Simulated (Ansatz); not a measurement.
TiB2:

```xyz
3
Lattice="3.0292 0.0000 0.0000 -1.5146 2.6234 0.0000 0.0000 0.0000 3.2284" Properties=species:S:1:pos:R:3 pbc="T T T"
Ti    0.0000    0.0000    0.0000
B     1.5146    0.8745    1.6142
B     0.0000    1.7489    1.6142
```

Base run:

- Program: Ansatz 0.2.0
- Functional: PBEsol
- Potentials or basis: all-electron LAPW, scalar-relativistic
- Cutoff: 282 eV
- Density cutoff: 1126 eV
- Basis error allowed: 0.002 eV/atom
- k mesh: 10 × 10 × 8
- Occupations: fermi-dirac, width 0.05 eV
- Spin: no spin polarisation
- Hubbard terms: Ti d U = 4 eV

Its results: band gap on the k mesh none (metal or under the smearing width); pressure -1.5 GPa.

Problem. The run is repeated on the same cell with these changes: hubbard terms from Ti d U = 4 eV to Ti d U = 6 eV. What comes out?

Solution. Band gap on the k mesh none (metal or under the smearing width); pressure 0.6 GPa.

Caveats: U is the effective U less J, on atomic orbitals that reach past the spheres; U without spin polarisation on a metal has little footing; the U is typed as a test and isn't derived for this compound.

Not every run made on this cell is shown here.
